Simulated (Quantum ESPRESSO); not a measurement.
Crystal: Pb.

```
Pb
1.0
     0.00000    2.47502    2.47502
     2.47502    0.00000    2.47502
     2.47502    2.47502    0.00000
Pb
1
Cartesian
  0.0000 0.0000 0.0000
```

```yaml
Program: Quantum ESPRESSO 7.5
Task: relaxation of cell and atoms
Functional: PBEsol
Dispersion: rVV10
Potentials_or_basis: GBRV 1.5 PBEsol
Cutoff: 612 eV
Density_cutoff: 4898 eV
k_mesh: 9 × 9 × 9
Occupations: fermi-dirac, width 0.05 eV
Spin: no spin polarisation
```

At the start: pressure -3.2 GPa; volume 30.32 Å³/atom.

Where does the relaxation end?

Over 9 steps the energy falls by 19.1 meV/atom and the volume is 28.41 Å³/atom (-6.3 %); space group Fm-3m (No. 225, to 0.05 Å).

The path:
| step | energy change (eV) | largest force (eV/Å) | pressure (GPa) | volume (Å³) |
| --- | --- | --- | --- | --- |
| 1 | 0.0000 | 0.0000 | -3.22 | 30.32 |
| 2 | -0.0094 | 0.0000 | -2.41 | 29.77 |
| 3 | -0.0183 | 0.0000 | -0.82 | 28.84 |
| 4 | -0.0163 | 0.0000 | 1.31 | 27.82 |
| 5 | -0.0167 | 0.0000 | 1.20 | 27.87 |
| 6 | -0.0174 | 0.0000 | 1.00 | 27.96 |
| 7 | -0.0181 | 0.0000 | 0.71 | 28.09 |
| 8 | -0.0188 | 0.0000 | 0.38 | 28.24 |
| 9 | -0.0191 | 0.0000 | 0.03 | 28.41 |

Final structure:
```yaml
crystal:
  lattice:
    - [0.00000, 2.42194, 2.42194]
    - [2.42194, 0.00000, 2.42194]
    - [2.42194, 2.42194, 0.00000]
  atoms:
    - { symbol: Pb, position: [0.00000, 0.00000, 0.00000] }
```

The cell as given is a measured one (30.32 Å³/atom); PBEsol+rVV10 puts the equilibrium volume -6.3 % from it, thermal expansion not counted.

Caveat: rVV10's parameter b was fitted to another functional.
